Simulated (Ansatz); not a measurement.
# In (sc type): how the settings move a single-point run

How sensitive is a single-point run of In (sc type) to its settings? A reference run comes first, then one run with altered input.

Method: reference: DFT, PBEsol, all-electron LAPW, scalar-relativistic, in Ansatz 0.2.0.

1 further run of the same task is left out (it didn't finish). Runs told in other sessions of the task aren't counted.

### Step 1. The starting structure

Symmetry: Pm-3m, No. 221, cubic system. Conventional cell: a = 2.853 Å, b = 2.853 Å, c = 2.853 Å, α = 90.00°, β = 90.00°, γ = 90.00°. In (site symmetry m-3m) is surrounded by 6 In at 2.85 Å.

As a file:

```xyz
1
Lattice="2.8534 0.0000 0.0000 0.0000 2.8534 0.0000 0.0000 0.0000 2.8534" Properties=species:S:1:pos:R:3 pbc="T T T"
In    0.0000    0.0000    0.0000
```

### Step 2. The reference run

input.yaml

```yaml
crystal:
  lattice:
    - [2.8533803621, 0.0, 0.0]
    - [0.0, 2.8533803621, 0.0]
    - [0.0, 0.0, 2.8533803621]
  atoms:
    - { symbol: In, position: [0.0, 0.0, 0.0] }
kpoints:
  mp_grid: { grid: [14, 14, 14] }
scf:
  occupations: { method: fermi_dirac, width: 0.05 }
hamiltonian:
  xc: pbesol
  pseudopotentials: { kind: all_electron, lapw: { basis_error: 0.001 } }
output:
  forces: true
  stress: true
  eigenvalues: true
  populations: true
```

On the command line:

```
$ ansatz run input.yaml --threads 1 --pin off --max-ram 2048MiB --backend cpu --events-out ev --progress --plain --runs-dir out
```

### Step 3. Variant: occupations.width 0.005, xc rpbe

Changes to input.yaml since step 2:

```diff
@@ -10,5 +10,5 @@
 scf:
-  occupations: { method: fermi_dirac, width: 0.05 }
+  occupations: { method: fermi_dirac, width: 0.005 }
 hamiltonian:
-  xc: pbesol
+  xc: rpbe
   pseudopotentials: { kind: all_electron, lapw: { basis_error: 0.001 } }
```

Before running it: what results should come out? Wanted: for each run, ending; energy change; pressure; gap; force.

As calculated:

```tsv
run	ending	energy change	pressure (GPa)	gap (eV)	force (eV/Å)	cycles	time
reference	converged	-	9.9	0.00	0.00	5	13 s
1: occupations.width 0.005, xc rpbe	converged	not comparable	16.2	0.00	0.00	6	15 s
```

Residual by cycle in the longest SCF loop of each run; runs are numbered as in the table. The quantity is the density residual dr2, in eV.

```tsv
cycle	reference	run 1
1	0.0134	0.0138
2	0.00365	0.00396
3	9.3e-4	0.00101
4	1.9e-5	2.3e-5
5	5.8e-8	1.4e-7
6	-	4.3e-10
```

A change of functional puts the total energy on another scale; the pressure goes from 9.9 to 16.2 GPa. The smearing changed too.
